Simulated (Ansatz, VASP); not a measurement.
One calculation of PtSe, two programs

Contents of INCAR:

```
SYSTEM = PtSe
  PREC = Accurate
  ENCUT = 520
  EDIFF = 1E-7
  ISMEAR = -1
  SIGMA = 0.05
  LREAL = .FALSE.
  LASPH = .TRUE.
  NELM = 80
  ALGO = Normal
  ISIF = 2
  LWAVE = .FALSE.
  LCHARG = .FALSE.
  GGA = PE
  NBANDS = 15
```

The input KPOINTS:

```
regular mesh
0
G
  8 8 8
  0 0 0
```

POSCAR

```
PtSe
1.0
    0.0000000000      3.0575633608      3.0575633608
    3.0575633608      0.0000000000      3.0575633608
    3.0575633608      3.0575633608      0.0000000000
Pt Se
1 1
Direct
    0.0000000000      0.0000000000      0.0000000000
    0.2500000000      0.2500000000      0.2500000000
```

input.yaml

```yaml
crystal:
  lattice:
    - [0.0, 3.0575633608, 3.0575633608]
    - [3.0575633608, 0.0, 3.0575633608]
    - [3.0575633608, 3.0575633608, 0.0]
  atoms:
    - { symbol: Pt, position: [0.0, 0.0, 0.0] }
    - { symbol: Se, position: [0.25, 0.25, 0.25] }
hamiltonian:
  xc: pbe
  pseudopotentials: { kind: paw }
kpoints:
  mp_grid: { grid: [8, 8, 8] }
scf:
  occupations: { method: fermi_dirac, width: 0.05 }
output:
  forces: true
  stress: true
  eigenvalues: true
  write_density: true
  write_potential: true
  elf: true
  volumetric_format: npy
```

Change from the starting cell: volume scaled by 1.02.

Alike in both runs: task single point; functional PBE; k mesh 8 × 8 × 8; occupations fermi-dirac, width 0.05 eV; no spin polarisation.

|  | VASP | Ansatz |
| --- | --- | --- |
| version | VASP 6.6.1 | Ansatz 0.2.0 |
| potentials or method | VASP PAW PBE potentials, release 64 (Pt, Se) | Ansatz PAW |
| plane-wave cutoff (eV) | 520 | 420 |
| valence electrons in the cell | 16 | 34 |

```tsv
	VASP	Ansatz	Ansatz less VASP
gap on the k mesh at the Fermi level (eV)	none	none	-
pressure (GPa)	-11.7	-11.7	+0.04
```

A gap of «none» marks a metal or a gap that the smearing closes. The two sets of potentials don't hold the same shells in valence.

The runs have no spin-orbit coupling, so splittings on Pt are missing.
